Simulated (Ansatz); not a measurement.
Consider the following.

Starting cell, RuO$_{2}$ (rutile):

```xyz
6
Lattice="4.5234 0.0000 0.0000 0.0000 4.5234 0.0000 0.0000 0.0000 3.1190" Properties=species:S:1:pos:R:3 pbc="T T T"
Ru     2.2617     2.2617     1.5595
Ru     0.0000     0.0000     0.0000
O      3.6444     3.6444     1.5595
O      1.3827     3.1407     0.0000
O      3.1407     1.3827     0.0000
O      0.8790     0.8790     1.5595
```

Scan: atom 1 (Ru, nearest neighbour O at 1.955 Å; its periodic images, 3.1 Å or more away, move with it) is displaced along Cartesian [111], direction (0.577, 0.577, 0.577) in Cartesian axes, by s. The other atoms stay.

Level of theory: PBE (plane waves to 420 eV, PAW, scalar-relativistic; Ansatz, a program for electronic structure). k mesh 8×8×12 (Γ-centred), Fermi-Dirac smearing 0.05 eV. The energy includes the smearing's −TS. With partly filled bands, energies and forces of such displacements shift with the k mesh and the smearing. RuO2 is run without spin polarisation and with no Hubbard U. RuO2 was relaxed with its symmetry unable to fall. The zero of ΔE is the undisplaced structure.

The scan covers s from -0.390 to 0.390 Å in 11 points.

Problem. Is this a single well or a double well?

Solution. A single well with its minimum at or next to zero displacement.

Problem. Is the energy the same for equal positive and negative displacements?

Solution. Even: the same for both signs. With its periodic images moving along, the atom's site symmetry in this cell is mmm.

Problem. What is the force constant k = d²E/ds² of this move at s = 0?

Solution. 23.1 eV/Å².

(A displaced cell: forces are minus the slopes of the energy, force constants its curvatures, and phonons follow from these.)
